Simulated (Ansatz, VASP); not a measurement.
## One calculation of Zn, two programs

```
Zn
1.0
    -2.37559    2.37559    1.18181
     2.37559   -2.37559    1.18181
     2.37559    2.37559   -1.18181
Zn
2
Direct
  0.62500 0.87500 0.75000
  0.37500 0.12500 0.25000
```

Alike in both runs: functional LDA; k mesh 18 × 18 × 18; occupations fermi-dirac, width 0.1 eV; no spin polarisation.

Ansatz relaxed the structure, and its values are those at the end. VASP's run is a single point on that final structure, the one shown.

```csv
,VASP,Ansatz
version,VASP 6.6.1,Ansatz 0.2.0
potentials or method,"VASP PAW LDA potentials, release 64 (Zn)","PAW with Ansatz's default frozen-core files, scalar-relativistic"
plane-wave cutoff (eV),520,420
valence electrons in the cell,24,24
```

|  | VASP | Ansatz | Ansatz less VASP |
| --- | --- | --- | --- |
| pressure (GPa) | 15.9 | 15.0 | -0.92 |

Caveats: so large a pressure means that the cell lies far from this level's equilibrium, or that cutoff or potentials fall short (VASP).
